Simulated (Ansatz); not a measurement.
## ZnO: quadrupole couplings from first principles

```
Zn O
1.0
     3.27926    0.00000    0.00000
    -1.63963    2.83992    0.00000
     0.00000    0.00000    5.29387
Zn O
2 2
Direct
  0.33333 0.66667 0.99848
  0.66667 0.33333 0.49848
  0.33333 0.66667 0.37752
  0.66667 0.33333 0.87752
```

Atom numbers follow the list: Zn1, Zn2, O3, O4.

The conventional cell has a = 3.279 Å, b = 3.279 Å, c = 5.294 Å, α = 90.00°, β = 90.00°, γ = 120.00°. Zn (atom 1) is surrounded by 4 O at 2.00 to 2.01 Å. O (atom 3) is surrounded by 4 Zn at 2.00 to 2.01 Å.

The structure comes from a relaxation in the same program, started in the wurtzite type, and has space group P6_3mc. Whether it is a known phase or the ground state wasn't checked.

Levels of theory: DFT, PBE, all-electron PAW with datasets made for the crystal, scalar-relativistic (Ansatz 0.2.0); DFT, PBE, PAW with Ansatz's default frozen-core files, scalar-relativistic (Ansatz 0.2.0).

For the crystal-made all-electron datasets (AE datasets): a Γ-centred 12×12×7 k mesh, Fermi–Dirac smearing of 0.08 eV, cutoff 440 eV (chosen by the program for this cell), no spin polarisation. PAW takes a cutoff of 420 eV at this cell. The Ansatz runs share mesh, smearing and spin set-up.

Vzz is the principal value of largest size of the traceless field-gradient tensor, in 10²¹ V/m², and η = (Vxx − Vyy)/Vzz with |Vzz| ≥ |Vyy| ≥ |Vxx|.

| site | site symmetry | Vzz (η), AE datasets | Vzz (η), PAW |
| --- | --- | --- | --- |
| Zn1 | 3m. | 0.41 (η = 0.00) | 0.41 (η = 0.00) |
| O3 | 3m. | -0.09 (η = 0.00) | -0.10 (η = 0.00) |
